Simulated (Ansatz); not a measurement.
# In: equation of state with HSE06

The system is In.

```xyz
1
Lattice="-1.6255 1.6255 2.4737 1.6255 -1.6255 2.4737 1.6255 1.6255 -2.4737" Properties=species:S:1:pos:R:3 pbc="T T T"
In    0.0000    0.0000    0.0000
```

* Program: Ansatz 0.2.0
* Task: equation of state
* Functional: HSE06
* Potentials or basis: Ansatz PAW
* Cutoff: 420 eV
* Density cutoff: 1680 eV
* k mesh: 8 × 8 × 8
* Occupations: fermi-dirac, width 0.05 eV
* Spin: no spin polarisation

```json
{
 "Equilibrium volume": "26.57 Å³/atom",
 "Bulk modulus at fixed shape and positions": "40 GPa",
 "Pressure derivative of the bulk modulus": "5.5"
}
```

Energy against volume, from the lowest point:
| volume (Å³/atom) | energy (meV/atom) |
| --- | --- |
| 24.575 | 22.33 |
| 25.098 | 11.61 |
| 25.621 | 4.59 |
| 26.144 | 0.84 |
| 26.666 | 0.00 |
| 27.189 | 1.71 |
| 27.712 | 5.62 |

All runs of the series together: 2.5 min on 2 threads of AMD EPYC 7R13 Processor (Zen 3) (shared host).

Caveat: the cell was scaled at fixed shape and fractional positions, which overstates the stiffness of a crystal with free parameters, most of all of layers and chains; the PAW data sets were made with another functional, which shifts forces and pressure a little.
